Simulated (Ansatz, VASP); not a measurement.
**One calculation of SnO2, two programs**

```xyz
6
Lattice="4.8300 0.0000 0.0000 0.0000 4.8306 0.0000 0.0000 0.0000 3.2632" Properties=species:S:1:pos:R:3 pbc="T T T"
Sn    2.4150    2.4153    1.6316
Sn    0.0000    0.0000    0.0000
O     1.4779    1.3537    0.0000
O     3.8929    1.0616    1.6316
O     0.9371    3.7690    1.6316
O     3.3521    3.4769    0.0000
```

Alike in both runs: task single point; functional LDA; k mesh 6 × 6 × 8; occupations gaussian, width 0.05 eV; no spin polarisation.

```csv
,VASP,Ansatz
version,VASP 6.6.1,Ansatz 0.2.0
potentials or method,"VASP PAW LDA potentials, release 64 (Sn_d, O)","scalar-relativistic, plane waves, PAW"
plane-wave cutoff (eV),520,520
valence electrons in the cell,52,52
```

```tsv
	VASP	Ansatz	Ansatz less VASP
gap on the k mesh at the Fermi level (eV)	0.43	0.41	-0.018
least direct gap on the mesh (eV)	0.46	0.46	-0.005
pressure (GPa)	-12.0	-12.7	-0.76
largest component of the traceless stress (GPa)	2.97	2.93	-0.042
rms of the force components (eV/Å)	0.805	0.794	-0.0103
```

Atom by atom the forces differ by 0.010 eV/Å (rms over components).

Caveats: spin-orbit coupling is left out, which moves the levels of the heavy elements; forces of over 1 eV/Å show positions far from the minimum, so gaps and moduli don't describe the material at rest.
